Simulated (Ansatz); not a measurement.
CdF2: vibrational free energy, entropy and heat capacity

Level of theory: DFT PBE, scalar-relativistic, plane waves, PAW in Ansatz 0.2.0. Cutoff 420 eV, 8×8×8 k-points (Γ-centred), fixed occupations. No spin polarisation. Phonons by linear response, acoustic sum rule imposed.

Equilibrium structure at this level:
Space group Fm-3m (No. 225). a = 5.481 Å, b = 5.481 Å, c = 5.481 Å, α = 90.00°, β = 90.00°, γ = 90.00°
```tsv
atom	site	symmetry	x	y	z
Cd	4a	m-3m	0.0000	0.0000	0.0000
F	8c	-43m	0.2500	0.7500	0.7500
```

The cell was relaxed from a distorted copy of a database structure. The q mesh is coarse, so values between its points are rough.

Force constants from linear response on a 2×2×2 q mesh, interpolated to a fine mesh.

(1) Give the zero-point energy per atom.

(2) How large are the vibrational entropy and heat capacity at 300 K?

(3) Tabulate them against temperature.

## Answers

(1) 37.6 meV.

(2) S = 3.63 k_B and C_V = 2.74 k_B per atom, 91 % of the Dulong–Petit value.

(3)
```csv
T (K),F_vib (meV/atom),S (k_B/atom),C_V (k_B/atom)
100,34.1,1.13,1.63
200,17.9,2.57,2.47
300,-9.1,3.63,2.74
400,-44.0,4.43,2.85
500,-85.0,5.08,2.90
600,-131.1,5.61,2.93
700,-181.5,6.06,2.95
800,-235.4,6.46,2.96
900,-292.6,6.80,2.97
1000,-352.6,7.12,2.97
```
